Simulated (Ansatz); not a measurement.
The system is KBr.

```
Br K
1.0
     0.00000    3.30000    3.30000
     3.30000    0.00000    3.30000
     3.30000    3.30000    0.00000
Br K
1 1
Direct
  0.50000 0.50000 0.50000
  0.00000 0.00000 0.00000
```

Base run:

| Property | Result |
| --- | --- |
| Program | Ansatz 0.2.0 |
| Functional | PBE0 |
| Potentials or basis | all-electron PAW datasets made for the crystal |
| Cutoff | 220 eV (chosen from the basis error) |
| k mesh | 6 × 6 × 6 |
| Occupations | fermi-dirac, width 0.05 eV |
| Spin | no spin polarisation |

Its results: band gap on the k mesh 6.32 eV, direct; pressure 0.4 GPa.

Task: The run is repeated on the same cell with these changes: functional from PBE0 to PBEsol; cutoff from 220 eV (chosen from the basis error) to 200 eV (chosen from the basis error). What comes out?

Result: Band gap on the k mesh 4.28 eV, direct; pressure -0.3 GPa.

PBE0 gives the wider gap, since exact exchange removes part of the self-interaction.

